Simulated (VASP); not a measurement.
Crystal: Cu.

```xyz
2
Lattice="0.0000 2.1218 4.4882 1.2503 0.0000 4.4882 1.2503 2.1218 0.0000" Properties=species:S:1:pos:R:3 pbc="T T T"
Cu    1.2503    2.1218    1.1859
Cu    1.2503    2.1218    7.7905
```

The cell was built by a generator and needn't be a form met in nature.

| Item | Value |
| --- | --- |
| Program | VASP 6.6.1 |
| Task | relaxation of cell and atoms |
| Functional | PBEsol |
| Potentials or basis | VASP PAW PBE potentials, release 64 (Cu) |
| Cutoff | 600 eV |
| k mesh | 8 × 8 × 8 |
| Occupations | gaussian, width 0.1 eV |
| Spin | no spin polarisation |

At the start: pressure 0.4 GPa; volume 11.91 Å³/atom.

**Question.** How do energy, volume and symmetry change on relaxing?

**Answer.** Over 6 steps the energy falls by 2.7 meV/atom and the volume is 11.95 Å³/atom (+0.4 %); space group Fmmm (No. 69, to 0.05 Å).

Step by step:
| step | energy change (eV) | largest force (eV/Å) | pressure (GPa) | volume (Å³) |
| --- | --- | --- | --- | --- |
| 1 | 0.0000 | 0.0071 | 0.39 | 23.81 |
| 2 | -0.0028 | 0.0062 | -0.23 | 23.91 |
| 3 | -0.0032 | 0.0123 | -0.50 | 23.96 |
| 4 | -0.0048 | 0.0227 | 0.03 | 23.87 |
| 5 | -0.0051 | 0.0294 | 0.36 | 23.81 |
| 6 | -0.0053 | 0.0198 | -0.22 | 23.90 |

Final structure:
```
CELL_PARAMETERS angstrom
0.00000 2.08310 4.49713
1.27588 0.00000 4.49713
1.27588 2.08310 0.00000
ATOMIC_POSITIONS crystal
Cu 0.13235 0.13235 0.86765
Cu 0.86765 0.86765 0.13235
```

Caveat: the k mesh is coarse (spacing up to 0.37 Å⁻¹), so the values aren't converged; the PAW data sets were made with another functional, which shifts forces and pressure a little.
